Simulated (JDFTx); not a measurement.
The system is CuAu.

```xyz
2
Lattice="2.8107 0.0000 0.0000 0.0000 2.8107 0.0000 0.0000 0.0000 3.6850" Properties=species:S:1:pos:R:3 pbc="T T T"
Au    0.0000    0.0000    0.0000
Cu    1.4054    1.4054    1.8425
```

| Item | Value |
| --- | --- |
| Program | JDFTx 1.7.0 (patched build) |
| Task | relaxation of cell and atoms |
| Functional | PBE |
| Potentials or basis | SG15-PBE-1.2 with smoothed tails |
| Cutoff | 1361 eV |
| Density cutoff | 10885 eV |
| k mesh | 4 × 4 × 4 |
| Occupations | fermi-dirac, width 0.05 eV |
| Spin | no spin polarisation |

At the start: pressure 5.1 GPa; volume 14.56 Å³/atom.

Where does the relaxation end?

Over 11 steps the energy falls by 62.9 meV/atom and the volume is 14.82 Å³/atom (+1.8 %); space group Pm-3m (No. 221, to 0.05 Å).

The path:
| step | energy change (eV) | largest force (eV/Å) | pressure (GPa) | volume (Å³) |
| --- | --- | --- | --- | --- |
| 1 | 0.0000 | 0.0000 | 5.09 | 29.11 |
| 2 | -0.0084 | 0.0000 | 3.56 | 29.38 |
| 3 | -0.0194 | 0.0000 | 0.20 | 30.01 |
| 4 | -0.0223 | 0.0000 | -0.02 | 30.05 |
| 5 | -0.0281 | 0.0000 | 0.16 | 29.99 |
| 6 | -0.0707 | 0.0000 | -4.76 | 31.14 |
| 7 | -0.0788 | 0.0000 | -4.38 | 31.03 |
| 8 | -0.0970 | 0.0000 | 7.28 | 28.40 |
| 9 | -0.1258 | 0.0000 | -0.01 | 29.66 |
| 10 | -0.1258 | 0.0000 | -0.02 | 29.66 |
| 11 | -0.1258 | 0.0000 | 0.05 | 29.65 |

Final structure:
```xyz
2
Lattice="3.0939 0.0000 0.0000 0.0000 3.0939 0.0000 0.0000 0.0000 3.0970" Properties=species:S:1:pos:R:3 pbc="T T T"
Au    0.0000    0.0000    0.0000
Cu    1.5470    1.5470    1.5485
```

Caveat: the k mesh is coarse (spacing up to 0.56 Å⁻¹), so the values aren't converged.
